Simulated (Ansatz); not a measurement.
All-electron LAPW in Ansatz 0.2.0 under PBE, scalar-relativistic, energies extrapolated to zero smearing. Slabs are 1×1 cells cut from bulk crystals relaxed on PAW files, with atoms then relaxed, 16 to 20 Å of vacuum, a dipole correction, k spacings of 0.16 to 0.26 Å⁻¹ and smearing of 0.02 to 0.1 eV, without spin–orbit coupling or spin polarisation. The bulk type named needn't be the stable one, and no reconstruction is allowed.

(1) Order these slabs by work function, lowest first.
A. bcc Li (111), 1 layer
B. hcp Li (0001), 2 layers
C. fcc Li (211), 5 layers

Results:

(1) A (3.05 eV), C (3.14 eV), B (3.40 eV).
